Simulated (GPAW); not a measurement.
W:

```
CELL_PARAMETERS angstrom
0.00000 2.03000 2.03000
2.03000 0.00000 2.03000
2.03000 2.03000 0.00000
ATOMIC_POSITIONS crystal
W 0.00000 0.00000 0.00000
```

This isn't the form of W at room conditions, which is bcc.

| Item | Value |
| --- | --- |
| Program | GPAW 26.7.0 |
| Task | relaxation of cell and atoms |
| Functional | LDA |
| Potentials or basis | the program's PAW data sets (release 1.2.1) made for this functional |
| Cutoff | 600 eV |
| Basis | pw |
| k mesh | 11 × 11 × 11 |
| Occupations | fermi-dirac, width 0.05 eV |
| Spin | no spin polarisation |

At the start: pressure -18.5 GPa; volume 16.73 Å³/atom.

Problem. Where does the relaxation end?

Solution. Over 4 steps the energy falls by 64.9 meV/atom and the volume is 15.67 Å³/atom (-6.4 %); space group Fm-3m (No. 225, to 0.05 Å).

Step by step:
```tsv
step	energy change (eV)	largest force (eV/Å)	pressure (GPa)	volume (Å³)
1	0.0000	0.0000	-18.52	16.73
2	-0.0600	0.0000	5.68	15.40
3	-0.0649	0.0000	-0.34	15.68
4	-0.0649	0.0000	0.00	15.67
```

Final structure:
```
W
1.0
     0.00000    1.98602    1.98602
     1.98602    0.00000    1.98602
     1.98602    1.98602    0.00000
W
1
Direct
  0.00000 0.00000 0.00000
```

Caveat: later steps reuse the first step's grids.
